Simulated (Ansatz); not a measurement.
## Al: band structure with BLYP

Al:

```
Al
1.0
     0.00000    2.02481    2.02481
     2.02481    0.00000    2.02481
     2.02481    2.02481    0.00000
Al
1
Direct
  0.00000 0.00000 0.00000
```

* Program: Ansatz 0.2.0
* Task: band structure
* Functional: BLYP
* Potentials or basis: Ansatz PAW
* Cutoff: 420 eV (not typed: the program's choice for these potentials)
* k mesh: 11 × 11 × 11
* Occupations: fermi-dirac, width 0.05 eV
* Spin: no spin polarisation
* Path: [["G", "X", "W", "K", "G", "L", "U", "W", "L", "K"], ["U", "X"]]
* Points for each segment of the path: 14

```
Pressure               : 3.0 GPa
Band gap on the k mesh : none (metal or under the smearing width)
```

Levels at the corners of the path, in eV from the Fermi level:
```csv
point,band 1,band 2,band 3,band 4,band 5,band 6,band 7
Γ,-11.09,12.38,12.38,12.38,13.81,13.81,13.81
X,-2.92,-1.61,5.21,5.48,5.48,8.92,24.55
W,-0.86,-0.86,0.32,0.85,15.58,15.58,16.10
K,-1.89,-1.33,-0.48,6.44,8.09,15.43,21.26
Γ,-11.09,12.38,12.38,12.38,13.81,13.81,13.81
L,-4.49,-4.47,11.12,11.12,11.34,11.34,14.87
U,-1.89,-1.33,-0.48,6.44,8.09,15.43,21.26
W,-0.86,-0.86,0.32,0.85,15.58,15.58,16.10
L,-4.49,-4.47,11.12,11.12,11.34,11.34,14.87
K,-1.89,-1.33,-0.48,6.44,8.09,15.43,21.26
U,-1.89,-1.33,-0.48,6.44,8.09,15.43,21.26
X,-2.92,-1.61,5.21,5.48,5.48,8.92,24.55
```

It took 0.52 s on 2 threads of Arm Neoverse V2 (shared host), peak memory 0.24 GiB.

Caveat: the PAW data sets come from PBE, with cores solved anew for the run's functional, which leaves a small shift of forces and pressure.
